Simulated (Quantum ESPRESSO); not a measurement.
# Ti (Im-3m) in Quantum ESPRESSO: further runs, part 2 of 2

Quantum ESPRESSO 7.5. Earlier steps stand in the parts before.

**4. Band structure, PBEsol**

Contents of pw.in:

```
&CONTROL
  calculation = 'scf'
  prefix = 'pwscf'
  outdir = './tmp'
  pseudo_dir = './pseudo'
  tprnfor = .true.
  tstress = .true.
  disk_io = 'low'
/
&SYSTEM
  ibrav = 0
  nat = 1
  ntyp = 1
  ecutwfc = 84
  nbnd = 12
  occupations = 'smearing'
  smearing = 'fd'
  degauss = 0.00367493
/
&ELECTRONS
  conv_thr = 2d-10
  electron_maxstep = 120
  mixing_beta = 0.5
/
ATOMIC_SPECIES
Ti    47.8670 Ti.upf
CELL_PARAMETERS bohr
  -3.1010405705    3.1010405705    3.1010405705
   3.1010405705   -3.1010405705    3.1010405705
   3.1010405705    3.1010405705   -3.1010405705
ATOMIC_POSITIONS bohr
Ti     0.0000000000    0.0000000000    0.0000000000
K_POINTS automatic
11 11 11 0 0 0
```

Contents of bands.in:

```
&CONTROL
  calculation = 'bands'
  prefix = 'pwscf'
  outdir = './tmp'
  pseudo_dir = './pseudo'
  disk_io = 'low'
  verbosity = 'high'
/
&SYSTEM
  ibrav = 0
  nat = 1
  ntyp = 1
  ecutwfc = 84
  nbnd = 12
  occupations = 'smearing'
  smearing = 'fd'
  degauss = 0.00367493
/
&ELECTRONS
  conv_thr = 1d-08
  electron_maxstep = 120
  mixing_beta = 0.5
  diago_full_acc = .true.
  startingwfc = 'random'
/
ATOMIC_SPECIES
Ti    47.8670 Ti.upf
CELL_PARAMETERS bohr
  -3.1010405705    3.1010405705    3.1010405705
   3.1010405705   -3.1010405705    3.1010405705
   3.1010405705    3.1010405705   -3.1010405705
ATOMIC_POSITIONS bohr
Ti     0.0000000000    0.0000000000    0.0000000000
K_POINTS crystal
60
 0.0000000000  0.0000000000  0.0000000000 1
 0.0416666667 -0.0416666667  0.0416666667 1
 0.0833333333 -0.0833333333  0.0833333333 1
 0.1250000000 -0.1250000000  0.1250000000 1
 0.1666666667 -0.1666666667  0.1666666667 1
 0.2083333333 -0.2083333333  0.2083333333 1
 0.2500000000 -0.2500000000  0.2500000000 1
 0.2916666667 -0.2916666667  0.2916666667 1
 0.3333333333 -0.3333333333  0.3333333333 1
 0.3750000000 -0.3750000000  0.3750000000 1
 0.4166666667 -0.4166666667  0.4166666667 1
 0.4583333333 -0.4583333333  0.4583333333 1
 0.5000000000 -0.5000000000  0.5000000000 1
 0.4375000000 -0.4375000000  0.5000000000 1
 0.3750000000 -0.3750000000  0.5000000000 1
 0.3125000000 -0.3125000000  0.5000000000 1
 0.2500000000 -0.2500000000  0.5000000000 1
 0.1875000000 -0.1875000000  0.5000000000 1
 0.1250000000 -0.1250000000  0.5000000000 1
 0.0625000000 -0.0625000000  0.5000000000 1
 0.0000000000  0.0000000000  0.5000000000 1
 0.0000000000  0.0000000000  0.4444444444 1
 0.0000000000  0.0000000000  0.3888888889 1
 0.0000000000  0.0000000000  0.3333333333 1
 0.0000000000  0.0000000000  0.2777777778 1
 0.0000000000  0.0000000000  0.2222222222 1
 0.0000000000  0.0000000000  0.1666666667 1
 0.0000000000  0.0000000000  0.1111111111 1
 0.0000000000  0.0000000000  0.0555555556 1
 0.0000000000  0.0000000000  0.0000000000 1
 0.0227272727  0.0227272727  0.0227272727 1
 0.0454545455  0.0454545455  0.0454545455 1
 0.0681818182  0.0681818182  0.0681818182 1
 0.0909090909  0.0909090909  0.0909090909 1
 0.1136363636  0.1136363636  0.1136363636 1
 0.1363636364  0.1363636364  0.1363636364 1
 0.1590909091  0.1590909091  0.1590909091 1
 0.1818181818  0.1818181818  0.1818181818 1
 0.2045454545  0.2045454545  0.2045454545 1
 0.2272727273  0.2272727273  0.2272727273 1
 0.2500000000  0.2500000000  0.2500000000 1
 0.2708333333  0.1875000000  0.2708333333 1
 0.2916666667  0.1250000000  0.2916666667 1
 0.3125000000  0.0625000000  0.3125000000 1
 0.3333333333  0.0000000000  0.3333333333 1
 0.3541666667 -0.0625000000  0.3541666667 1
 0.3750000000 -0.1250000000  0.3750000000 1
 0.3958333333 -0.1875000000  0.3958333333 1
 0.4166666667 -0.2500000000  0.4166666667 1
 0.4375000000 -0.3125000000  0.4375000000 1
 0.4583333333 -0.3750000000  0.4583333333 1
 0.4791666667 -0.4375000000  0.4791666667 1
 0.5000000000 -0.5000000000  0.5000000000 1
 0.2500000000  0.2500000000  0.2500000000 1
 0.2083333333  0.2083333333  0.2916666667 1
 0.1666666667  0.1666666667  0.3333333333 1
 0.1250000000  0.1250000000  0.3750000000 1
 0.0833333333  0.0833333333  0.4166666667 1
 0.0416666667  0.0416666667  0.4583333333 1
 0.0000000000  0.0000000000  0.5000000000 1
```

Potentials or basis: PseudoDojo 0.4.1 SR PBEsol standard.

On the command line:

```console
$ OMP_NUM_THREADS=1 pw.x -in pw.in > pw.out
$ OMP_NUM_THREADS=1 pw.x -in bands.in > bands.out
```

pw.out:

```text
This program is part of the open-source Quantum ESPRESSO suite
     for quantum simulation of materials; please cite
[... 9 lines left out ...]
     --------------------
     sticks:   dense  smooth     PW     G-vecs:    dense   smooth      PW
     Sum         727     727    221                12479    12479    2123

     Using Slab Decomposition

     bravais-lattice index     =            0
     lattice parameter (alat)  =       5.3712  a.u.
     unit-cell volume          =     119.2840 (a.u.)^3
     number of atoms/cell      =            1
     number of atomic types    =            1
     number of electrons       =        12.00
     number of Kohn-Sham states=           12
     kinetic-energy cutoff     =      84.0000  Ry
     charge density cutoff     =     336.0000  Ry
     scf convergence threshold =      2.0E-10
     mixing beta               =       0.5000
[... 116 lines left out ...]

     total energy              =    -118.58154443 Ry
     estimated scf accuracy    <       0.04015988 Ry
[... 50 lines left out ...]
     iteration #  9     ecut=    84.00 Ry     beta= 0.50
     Davidson diagonalization with overlap
     ethr =  1.28E-11,  avg # of iterations =  1.3

     End of self-consistent calculation

          k = 0.0000 0.0000 0.0000 (  1505 PWs)   bands (ev):

   -43.5437 -19.5311 -19.5311 -19.5311   6.8517  13.7365  13.7365  13.7365
    15.4783  15.4783  30.0918  30.0918
[... 273 lines left out ...]
   -43.3331 -19.9775 -19.9676 -19.9676  10.7742  10.7858  16.3725  16.3725
    16.5673  20.4066  21.3574  21.3574

     the Fermi energy is    12.7508 ev

!    total energy              =    -118.59245742 Ry
     estimated scf accuracy    <          6.1E-11 Ry
     smearing contrib. (-TS)   =      -0.00166053 Ry
     internal energy E=F+TS    =    -118.59079689 Ry

     The total energy is F=E-TS. E is the sum of the following terms:
     one-electron contribution =     -41.24540716 Ry
     hartree contribution      =      24.40917458 Ry
     xc contribution           =     -17.25879510 Ry
     ewald contribution        =     -84.49576921 Ry

     convergence has been achieved in   9 iterations

     Forces acting on atoms (cartesian axes, Ry/au):

     atom    1 type  1   force =     0.00000000    0.00000000    0.00000000

     Total force =     0.000000     Total SCF correction =     0.000000

     Computing stress (Cartesian axis) and pressure

          total   stress  (Ry/bohr**3)                   (kbar)     P=      -66.67
  -0.00045324   0.00000000  -0.00000000          -66.67        0.00       -0.00
  -0.00000000  -0.00045324   0.00000000           -0.00      -66.67        0.00
  -0.00000000   0.00000000  -0.00045324           -0.00        0.00      -66.67

=------------------------------------------------------------------------------=
   JOB DONE.
=------------------------------------------------------------------------------=
```

bands.out:

```text
This program is part of the open-source Quantum ESPRESSO suite
     for quantum simulation of materials; please cite
         "P. Giannozzi et al., J. Phys.:Condens. Matter 21 395502 (2009);
         "P. Giannozzi et al., J. Phys.:Condens. Matter 29 465901 (2017);
         "P. Giannozzi et al., J. Chem. Phys. 152 154105 (2020);
     in publications or presentations arising from this work. More details at

[... 893 lines left out ...]

          k = 0.3248 0.5413 0.0000 (  1562 PWs)   bands (ev):
[... 206 lines left out ...]
   -43.4179 -20.1786 -19.7360 -19.5352  10.3397  12.3749  13.8413  15.4600
    15.8077  16.9797  21.3665  26.0607

=------------------------------------------------------------------------------=
   JOB DONE.
=------------------------------------------------------------------------------=
```

It took 14 s on 1 thread of Arm Neoverse V2, shared host; peak memory 0.09 GiB.

What came out:

```yaml
Free_energy: -1613.5326 eV
Pressure: -6.7 GPa
Band_gap_on_the_k_mesh: none (metal or under the smearing width)
```

Levels at the corners of the path, in eV from the Fermi level:
```csv
point,band 2,band 3,band 4,band 5,band 6,band 7,band 8,band 9,band 10,band 11
Γ,-32.28,-32.28,-32.28,-5.90,0.99,0.99,0.99,2.73,2.73,17.34
H,-32.73,-32.73,-32.73,-2.04,-2.04,3.88,3.88,3.88,8.20,8.20
N,-32.93,-32.49,-32.29,-2.41,-0.38,1.09,2.71,3.06,4.23,8.62
Γ,-32.28,-32.28,-32.28,-5.90,0.99,0.99,0.99,2.73,2.73,17.34
P,-32.60,-32.60,-32.60,-0.60,-0.60,-0.60,3.11,3.11,8.95,8.95
H,-32.73,-32.73,-32.73,-2.04,-2.04,3.88,3.88,3.88,8.20,8.20
P,-32.60,-32.60,-32.60,-0.60,-0.60,-0.60,3.11,3.11,8.95,8.95
N,-32.93,-32.49,-32.29,-2.41,-0.38,1.09,2.71,3.06,4.23,8.62
```

**5. Overview**

| potentials or basis | cutoff (eV) | gap on the mesh (eV) | pressure (GPa) |
| --- | --- | --- | --- |
| GBRV 1.5 PBEsol | 612 | none | -6.8 |
| PseudoDojo 0.4 SR PBEsol stringent | 1143 | none | -6.7 |
| PseudoDojo 0.4.1 SR PBEsol standard | 1143 | none | -6.7 |

Alike in all rows: task band structure; level PBEsol; no spin polarisation; cell as given; k mesh 11 × 11 × 11; smearing fermi-dirac 0.05 eV.

Absolute energies hang on the potentials; compare differences alone.
